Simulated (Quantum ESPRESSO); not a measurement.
## NaF (Villiaumite) in Quantum ESPRESSO: the effect of target pressure

The system is NaF (Villiaumite).

```xyz
2
Lattice="0.0000 2.3200 2.3200 2.3200 0.0000 2.3200 2.3200 2.3200 0.0000" Properties=species:S:1:pos:R:3 pbc="T T T"
Na    0.0000    0.0000    0.0000
F     2.3200    2.3200    2.3200
```

Alike in all runs:

| Property | Result |
| --- | --- |
| Program | Quantum ESPRESSO 7.5 |
| Task | phonons |
| Functional | PBEsol |
| Potentials or basis | GBRV 1.5 PBEsol |
| Cutoff | 612 eV |
| Density cutoff | 4898 eV |
| k mesh | 6 × 6 × 6, shifted |
| Occupations | fermi-dirac, width 0.05 eV |
| Spin | no spin polarisation |

Each run relaxes the cell or the atoms first.

One run gave: relaxed volume 9.91 Å³/atom; dielectric constant 1.95 mean; highest phonon frequency 396 cm⁻¹. Which target pressure did it use?
A. 20 GPa
B. 10 GPa
C. 40 GPa
D. 0 GPa
E. 5 GPa

A.

```tsv
target pressure	relaxed volume (Å³/atom)	dielectric constant (mean)	highest phonon frequency (cm⁻¹)
0 GPa	12.53	1.89	242
5 GPa	11.52	1.91	294
10 GPa	10.83	1.93	334
20 GPa	9.91	1.95	396
40 GPa	8.79	1.98	488
```

Caveats: the cell is more than 3 GPa from zero pressure, which shifts response properties (some runs); the volume moved by over 15 % at a fixed basis, so the end points are rough (some runs).
